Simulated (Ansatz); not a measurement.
Here is an Ansatz 0.2.0 calculation.

File input.yaml:

```yaml
crystal:
  lattice:
    - [0.0, 1.78337, 1.78337]
    - [1.78337, 0.0, 1.78337]
    - [1.78337, 1.78337, 0.0]
  atoms:
    - { symbol: C, position: [0.75, 0.75, 0.75] }
    - { symbol: C, position: [0.5, 0.5, 0.5] }
hamiltonian:
  xc: pbesol
  pseudopotentials: { kind: paw }
kpoints:
  mp_grid: { grid: [13, 13, 13] }
scf:
  occupations: { method: fermi_dirac, width: 0.05 }
output:
  forces: true
  stress: true
  eigenvalues: true
relax:
  f_tol: 0.01
  max_steps: 40
  cell: { stress_tol: 0.05, p_target: 5.0 }
```

Potentials or basis: Ansatz PAW.

Command:

```console
$ ansatz run input.yaml --threads 2 --pin off --max-ram 5632MiB --backend cpu --events-out ev --progress --plain --runs-dir out
```

Task: Estimate the relaxed cell.

Result: a = 2.504 Å, b = 2.504 Å, c = 2.504 Å, α = 60.00°, β = 60.00°, γ = 60.00°.

Task: Predict the space group after relaxing (to 0.05 Å).

Result: Fd-3m (No. 227).

Task: What does it give for the relaxed volume?

Result: 5.55 Å³/atom.

Final structure:
```yaml
crystal:
  lattice:
    - [0.00000, 1.77046, 1.77046]
    - [1.77046, 0.00000, 1.77046]
    - [1.77046, 1.77046, 0.00000]
  atoms:
    - { symbol: C, position: [0.75000, 0.75000, 0.75000] }
    - { symbol: C, position: [0.50000, 0.50000, 0.50000] }
```

Caveat: odd divisions of the mesh miss points on the zone boundary, where band edges often lie, so the gap on the mesh can be too wide; the pressure holds a Pulay correction of +1.0 GPa for the finite cutoff; the PAW data sets come from PBE, with cores solved anew for the run's functional, which leaves a small shift of forces and pressure.
